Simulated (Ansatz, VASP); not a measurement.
## PbSe: VASP beside Ansatz

INCAR

```
  PREC = Accurate
  ENCUT = 520
  EDIFF = 1E-7
  ISMEAR = 0
  SIGMA = 0.02
  LREAL = False
  LASPH = True
  NELM = 100
  ALGO = Fast
  ISIF = 2
  LWAVE = False
  LCHARG = False
  GGA = PE
  NBANDS = 28
```

KPOINTS

```
Automatic mesh
0
Gamma
  8 8 6
```

File POSCAR:

```
PbSe
1.0
    2.3664639224     -6.0958555370      0.0000000000
    2.3664639224      6.0958555370      0.0000000000
    0.0000000000      0.0000000000      4.5510747247
Pb Se
2 2
Direct
    0.6284378756      0.3715621244      0.7500000000
    0.3715621244      0.6284378756      0.2500000000
    0.8622484343      0.1377515657      0.7500000000
    0.1377515657      0.8622484343      0.2500000000
```

Input for Ansatz:

```yaml
crystal:
  lattice:
    - [2.3664639224, -6.095855537, 0.0]
    - [2.3664639224, 6.095855537, 0.0]
    - [0.0, 0.0, 4.5510747247]
  atoms:
    - { symbol: Pb, position: [0.6284378756, 0.3715621244, 0.75] }
    - { symbol: Pb, position: [0.3715621244, 0.6284378756, 0.25] }
    - { symbol: Se, position: [0.8622484343, 0.1377515657, 0.75] }
    - { symbol: Se, position: [0.1377515657, 0.8622484343, 0.25] }
basis:
  ecutwfc: 420
kpoints:
  mp_grid: { grid: [8, 8, 6] }
hamiltonian:
  xc: pbe
scf:
  occupations: { method: gaussian, width: 0.02 }
output:
  forces: true
  stress: true
  eigenvalues: true
```

Alike in both runs: task single point; functional PBE; k mesh 8 × 8 × 6; occupations gaussian, width 0.02 eV; no spin polarisation.

|  | VASP | Ansatz |
| --- | --- | --- |
| version | VASP 6.6.1 | Ansatz 0.2.0 |
| potentials or method | VASP PAW PBE potentials, release 64 (Pb_d, Se) | scalar-relativistic, plane waves, PAW |
| plane-wave cutoff (eV) | 520 | 420 |
| valence electrons in the cell | 40 | 60 |

VASP gave:

| Property | Result |
| --- | --- |
| gap on the k mesh at the Fermi level (eV) | 0.98 |
| least direct gap on the mesh (eV) | 1.19 |
| pressure (GPa) | -3.6 |
| largest component of the traceless stress (GPa) | 2.28 |
| rms of the force components (eV/Å) | 0.163 |

Question: Which values does Ansatz return?

Answer: gap on the k mesh at the Fermi level (eV): 0.97; least direct gap on the mesh (eV): 1.18; pressure (GPa): -3.6; largest component of the traceless stress (GPa): 2.27; rms of the force components (eV/Å): 0.166.

Atom by atom the forces differ by 0.004 eV/Å (rms over components). The functional is the same, so the differences come from potentials, cutoffs and numerics. The two sets of potentials don't hold the same shells in valence.

Caveats: spin-orbit coupling is left out, which as a rule narrows the gap of such compounds by several tenths of an eV. A k mesh can miss the band edges.
